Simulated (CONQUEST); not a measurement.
# PbS (Galena) under changes of volume

One of the cells (26.086 Å³/atom); the others are scaled copies at fixed shape and fractional positions:

```xyz
4
Lattice="4.1942 0.0000 0.0000 0.0000 4.1942 0.0000 0.0000 0.0000 5.9315" Properties=species:S:1:pos:R:3 pbc="T T T"
Pb    0.0000    0.0000    0.0000
Pb    2.0971    2.0971    2.9657
S     0.0000    0.0000    2.9657
S     2.0971    2.0971    0.0000
```

```yaml
Program: CONQUEST 1.3
Functional: PBE
Potentials_or_basis: PseudoDojo NC PBE, DZ, grid of 40 × 40 × 60 points
k_mesh: 6 × 6 × 5
Occupations: fermi-dirac, width 0.05 eV
Spin: no spin polarisation
```

```csv
volume (Å³/atom),energy over the lowest point (meV/atom),pressure (GPa)
24.521,94.41,9.8
25.042,65.69,7.7
25.564,?,?
26.086,25.77,4.6
26.607,12.96,3.3
27.129,4.51,2.0
27.651,0.00,0.8
```

**Question.** What does the run at 25.564 Å³/atom give?

**Answer.** Energy over the lowest point 43.32 meV/atom; pressure 6.2 GPa.

Worked out: A Birch-Murnaghan fit of order 3 (a polynomial in V^(-2/3)) to the other rows has its minimum at 28.11 Å³/atom, just outside them, with B0 = V·E''(V) = 51 GPa and B' = 4.9. It gives 43.06 meV/atom at 25.564 Å³/atom, against the run's 43.32, and -dE/dV = 6.1 GPa, against 6.2.

Energies are extrapolated to zero smearing.

Caveats: the atomic basis is small; the basis of atomic orbitals isn't converged, which shifts pressures, moduli and gaps; the real-space grid breaks the cell's symmetry a little (some runs).
